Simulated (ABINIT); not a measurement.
**B in ABINIT: the effect of functional**

B:

```xyz
1
Lattice="2.3461 0.0000 0.0000 0.0000 2.3461 0.0000 0.0000 0.0000 1.5858" Properties=species:S:1:pos:R:3 pbc="T T T"
B     1.1731    1.1731    0.7929
```

The cell was built by a generator and needn't be a form met in nature.

Alike in all runs:

| Item | Value |
| --- | --- |
| Program | ABINIT 10.8.3 (patched build) |
| Task | single point |
| Potentials or basis | JTH PAW PBE v2.0 |
| Cutoff | 490 eV |
| k mesh | 11 × 11 × 16 |
| Occupations | fermi-dirac, width 0.05 eV |
| Spin | no spin polarisation |

```csv
functional,pressure (GPa)
PBE,-0.4
LDA,-5.8
PBEsol,-2.5
RPBE,2.4
BLYP,3.4
AM05,-2.9
r2SCAN,-0.8
SCAN,-2.7
revPBE,?
PW91,-0.5
WC,-2.5
```

Problem. What does the run with functional revPBE give?

Solution. Pressure 1.8 GPa.

Caveats: the atomic spheres overlap; the PAW data sets were made with another functional, which shifts forces and pressure a little (some runs).
